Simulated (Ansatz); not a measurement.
## Ti3Al: changing the dispersion correction

The cell as given:

```cif
data_structure
_symmetry_space_group_name_H-M 'P-6m2'
_symmetry_Int_Tables_number 187
_cell_length_a 2.9275
_cell_length_b 2.9275
_cell_length_c 9.2264
_cell_angle_alpha 90.000
_cell_angle_beta 90.000
_cell_angle_gamma 120.000
_cell_volume 68.48
loop_
_atom_site_label
_atom_site_type_symbol
_atom_site_symmetry_multiplicity
_atom_site_Wyckoff_symbol
_atom_site_fract_x
_atom_site_fract_y
_atom_site_fract_z
_atom_site_occupancy
Ti1 Ti 2 h 0.33333 0.66667 0.24941 1
Ti2 Ti 1 e 0.66667 0.33333 0.00000 1
Al1 Al 1 f 0.66667 0.33333 0.50000 1
```

The cell comes from a database or a generator and needn't be the stable form of this composition.

Kept alike: task relaxation of cell and atoms; functional PBEsol; k mesh 10 × 10 × 3; occupations fermi-dirac, width 0.05 eV; no spin polarisation. Program: Ansatz, Ansatz PAW, cutoff 420 eV. The mesh is that of the run's cell of 4 atoms. No spin-orbit coupling.

| dispersion correction | volume (Å³/atom) | first edge of the run's cell (Å) | third edge of the run's cell (Å) |
| --- | --- | --- | --- |
| D3(BJ) | 15.852 | 2.848 | 9.029 |
| D3(BJ)-ATM | 15.994 | 2.857 | 9.052 |
| D4 | 16.413 | 2.884 | 9.116 |
| none | 16.597 | 2.895 | 9.145 |

The relaxations keep at least the cell's symmetry (P-6m2). For a metal such a mesh leaves the last digits unconverged. Relaxations stop with a little pressure left, so the last digits of a volume or edge aren't settled. All rows use potentials made for PBE.

Problem. What does the dispersion correction change here?

Solution. The volume runs from 15.852 (D3(BJ)) to 16.597 Å³/atom (none). Against no correction: D3(BJ) -4.5 %; D3(BJ)-ATM -3.6 %; D4 -1.1 %. Dispersion terms mostly attract and so lower the volume; the schemes' coefficients and damping set how far. The first edge of the run's cell runs from 2.848 (D3(BJ)) to 2.895 Å (none). The third edge of the run's cell runs from 9.029 (D3(BJ)) to 9.145 Å (none).
